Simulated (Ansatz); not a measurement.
# BiTe: the cost of one run

Method: DFT PBE, scalar-relativistic, plane waves, PAW, in Ansatz 0.2.0.

3 further runs of the same task are left out: 1 that didn't finish, 2 set aside as unsound or not needed.

## (1) The structure to begin with

It takes space group Fm-3m (No. 225, cubic). The conventional cell has a = 6.502 Å, b = 6.502 Å, c = 6.502 Å, α = 90.00°, β = 90.00°, γ = 90.00°. Around Bi (site symmetry m-3m) lie 6 Te at 3.25 Å. Te (site symmetry m-3m) has 6 Bi at 3.25 Å as nearest neighbours.

Structure file:

```
CELL_PARAMETERS angstrom
0.00000 3.25119 3.25119
3.25119 0.00000 3.25119
3.25119 3.25119 0.00000
ATOMIC_POSITIONS crystal
Bi 0.00000 0.00000 0.00000
Te 0.50000 0.50000 0.50000
```

This cell was relaxed beforehand with the same method: volume 34.37 Å³/atom, gap on the mesh none (metal).

## (2) Cutting the slab

Miller indices refer to the conventional cell of the relaxed bulk, Fm-3m (No. 225): a = 6.502 Å, b = 6.502 Å, c = 6.502 Å, α = 90.00°, β = 90.00°, γ = 90.00°.

A (100) slab, 6.5 Å thick as cut, with 17 Å of vacuum; its outer planes are BiTe (top) and BiTe (bottom).

The slab as cut. Layers, bottom to top:

```csv
plane,atoms per cell,height over the lowest (Å)
1,BiTe,0.00
2,BiTe,3.25
3,BiTe,6.50
```

## (3) Relaxing the clean slab

The input, input.yaml:

```yaml
crystal:
  lattice:
    - [4.5978828763, 0.0, 0.0]
    - [0.0, 4.5978828763, 0.0]
    - [0.0, 0.0, 23.5023883218]
  atoms:
    - { symbol: Bi, position: [0.5, 0.5, 0.3616653713] }
    - { symbol: Te, position: [0.0, 0.0, 0.3616653713] }
    - { symbol: Bi, position: [0.0, 0.0, 0.5] }
    - { symbol: Te, position: [0.5, 0.5, 0.5] }
    - { symbol: Bi, position: [0.5, 0.5, 0.6383346287] }
    - { symbol: Te, position: [0.0, 0.0, 0.6383346287] }
basis:
  ecutwfc: 420
kpoints:
  mp_grid: { grid: [6, 6, 1] }
hamiltonian:
  xc: pbe
scf:
  occupations: { method: gaussian, width: 0.1 }
output:
  forces: true
  eigenvalues: true
  write_density: true
  write_potential: true
  elf: true
  volumetric_format: npy
relax:
  adjacent_minimum: "off"
  f_tol: 0.03
  max_steps: 70
  constraints: [{ sites: [0, 1] }]
efield:
  axis: 3
  dipole_correction: true
  ramp_width: 0.04
```

Launch:

```
> ansatz run input.yaml --threads 2 --pin off --max-ram 5120MiB --backend cpu --events-out ev --progress --plain --runs-dir out
```

What time and memory should one allow on 2 threads of AMD EPYC 9R45 (Zen 5), shared host?

About 13 s, with a peak of 0.84 GiB.
